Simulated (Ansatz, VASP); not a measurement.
## TiAl: VASP beside Ansatz

```
Ti Al
1.0
     2.82300    0.00000    0.00000
    -1.41150    2.44479    0.00000
     0.00000    0.00000    4.56931
Ti Al
1 1
Direct
  0.00000 0.00000 0.00000
  0.33333 0.66667 0.50000
```

Alike in both runs: functional LDA; k mesh 15 × 15 × 8; occupations fermi-dirac, width 0.15 eV; no spin polarisation.

Ansatz relaxed the structure, and its values are those at the end. VASP's run is a single point on that final structure, the one shown.

|  | VASP | Ansatz |
| --- | --- | --- |
| version | VASP 6.6.1 | Ansatz 0.2.0 |
| potentials or method | VASP PAW LDA potentials, release 64 (Ti_sv, Al) | scalar-relativistic, plane waves, PAW |
| plane-wave cutoff (eV) | 520 | 420 |
| valence electrons in the cell | 15 | 15 |

```csv
,VASP,Ansatz,Ansatz less VASP
gap on the k mesh at the Fermi level (eV),none,none,-
pressure (GPa),0.1,0.0,-0.09
```

A gap of «none» marks a metal or a gap that the smearing closes. Ansatz warned: «pseudo_functional_mismatch».
